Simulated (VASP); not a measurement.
A run of VASP 6.6.1 is set up as follows.

File INCAR:

```
SYSTEM = Li
PREC = Accurate
ENCUT = 520
EDIFF = 1E-6
ISMEAR = 1
SIGMA = 0.1
LREAL = .FALSE.
LASPH = .TRUE.
NELM = 100
ALGO = Normal
ISIF = 2
LWAVE = .FALSE.
LCHARG = .FALSE.
GGA = PE
NBANDS = 10
```

Contents of KPOINTS:

```
regular mesh
0
G
  20 20 20
  0 0 0
```

Contents of POSCAR:

```
Li
1.0
    3.4336062743      0.0000000000      0.0000000000
    0.0000000000      3.4336062743      0.0000000000
    0.0000000000      0.0000000000      3.4336062743
Li
2
Direct
    0.0000000000      0.0000000000      0.0000000000
    0.5000000000      0.5000000000      0.5000000000
```

Potentials or basis: VASP PAW PBE potentials, release 64 (Li_sv).

Command:

```bash
$ cat potpaw_PBE.64/Li_sv/POTCAR > POTCAR
$ mpirun -np 1 vasp_std > vasp.out
```

(1) Estimate the band gap on the k mesh.

Results:

(1) none (metal or under the smearing width).
